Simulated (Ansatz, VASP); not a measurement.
## ZnS in VASP and in Ansatz

INCAR

```
SYSTEM = ZnS
  ALGO = Normal
  EDIFF = 1E-7
  ENCUT = 520
  GGA = PE
  ISIF = 2
  ISMEAR = 0
  LASPH = .True.
  LCHARG = .False.
  LREAL = .False.
  LWAVE = .False.
  NBANDS = 16
  NELM = 100
  PREC = Accurate
  SIGMA = 0.05
```

KPOINTS

```
k-points
0
Gamma
  10 10 10
  0 0 0
```

The input POSCAR:

```
ZnS
1.0
    0.0000000000      2.7452197500      2.6235105000
    2.7452197500      0.0000000000      2.6235105000
    2.7452197500      2.7452197500      0.0000000000
Zn S
1 1
Direct
    0.0000000000      0.0000000000      0.0000000000
    0.7500000000      0.7500000000      0.7500000000
```

Input for Ansatz:

```yaml
crystal:
  lattice:
    - [0.0, 2.74521975, 2.6235105]
    - [2.74521975, 0.0, 2.6235105]
    - [2.74521975, 2.74521975, 0.0]
  atoms:
    - { symbol: Zn, position: [0.0, 0.0, 0.0] }
    - { symbol: S, position: [0.75, 0.75, 0.75] }
basis:
  ecutwfc: 420
kpoints:
  mp_grid: { grid: [10, 10, 10] }
hamiltonian:
  xc: pbe
scf:
  occupations: { method: gaussian, width: 0.05 }
output:
  forces: true
  stress: true
  eigenvalues: true
```

Change from the starting cell: strain +0.015 along x and y, -0.030 along z, atoms carried along.

Alike in both runs: task single point; functional PBE; k mesh 10 × 10 × 10; occupations gaussian, width 0.05 eV; no spin polarisation.

|  | VASP | Ansatz |
| --- | --- | --- |
| version | VASP 6.6.1 | Ansatz 0.2.0 |
| potentials or method | VASP PAW PBE potentials, release 64 (Zn, S) | scalar-relativistic, plane waves, PAW |
| plane-wave cutoff (eV) | 520 | 420 |
| valence electrons in the cell | 18 | 18 |

```tsv
	VASP	Ansatz	Ansatz less VASP
gap on the k mesh at the Fermi level (eV)	2.00	2.00	-0.006
least direct gap on the mesh (eV)	2.00	2.00	-0.006
pressure (GPa)	1.5	1.4	-0.17
largest component of the traceless stress (GPa)	1.11	1.12	+0.008
```
